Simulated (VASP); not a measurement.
Wanted: the native input for a VASP 6.6.1 run.

```yaml
Task: relaxation of cell and atoms
Functional: r2SCAN
Dispersion: rVV10
Potentials_or_basis: VASP PAW PBE potentials, release 64 (As)
Cutoff: 600 eV
k_mesh: 9 × 9 × 1
Occupations: gaussian, width 0.03 eV
Spin: no spin polarisation
Further_INCAR_settings: ALGO = Normal; EDIFF = 1e-07; IBRION = 2; EDIFFG = -0.005; NSW = 90; ISIF = 3
```

The structure of As lies in POSCAR:

```
As                                      
1.0
    3.5637295451      0.0000000000      0.0000000000
   -1.7818647726      3.0862803187      0.0000000000
    0.0000000000      0.0000000000     19.2510060700
  As            
     2
Direct
     0.3333333300000021    0.6666666699999979    0.4642215728499833
     0.6666666699999979    0.3333333300000021    0.5357784271500168
```

The slab is cut from a database's or a generator's crystal, which needn't be the stable form of the element.

These files were run (other wordings do the same):

INCAR

```
SYSTEM = As
PREC = Accurate
ENCUT = 600
EDIFF = 1E-7
ISMEAR = 0
SIGMA = 0.03
LREAL = .False.
LASPH = .True.
NELM = 80
ALGO = Normal
ISIF = 3
LWAVE = .False.
LCHARG = .False.
METAGGA = R2SCAN
LMIXTAU = .True.
LUSE_VDW = .True.
IVDW_NL = 2
BPARAM = 11.95
CPARAM = 0.0093
IBRION = 2
NSW = 90
EDIFFG = -0.005
LATTICE_CONSTRAINTS = .TRUE. .TRUE. .FALSE.
KPAR = 2
```

KPOINTS

```
Automatic mesh
0
Gamma
  9 9 1
  0 0 0
```

Potentials or basis: VASP PAW PBE potentials, release 64 (As).

Command:

```sh
$ cat potpaw_PBE.64/As/POTCAR > POTCAR
$ mpirun -np 2 vasp_std > vasp.out
```

It gave:

| Quantity | Value |
| --- | --- |
| Band gap on the k mesh | 1.92 eV, indirect (least direct gap 2.54 eV) |

Caveat: the relaxation stopped at its first step, so nothing moved.

Wall time 13 min on 2 MPI ranks on Intel(R) Xeon(R) 6975P-C (Granite Rapids), on a shared host, peak memory 0.82 GiB a rank.
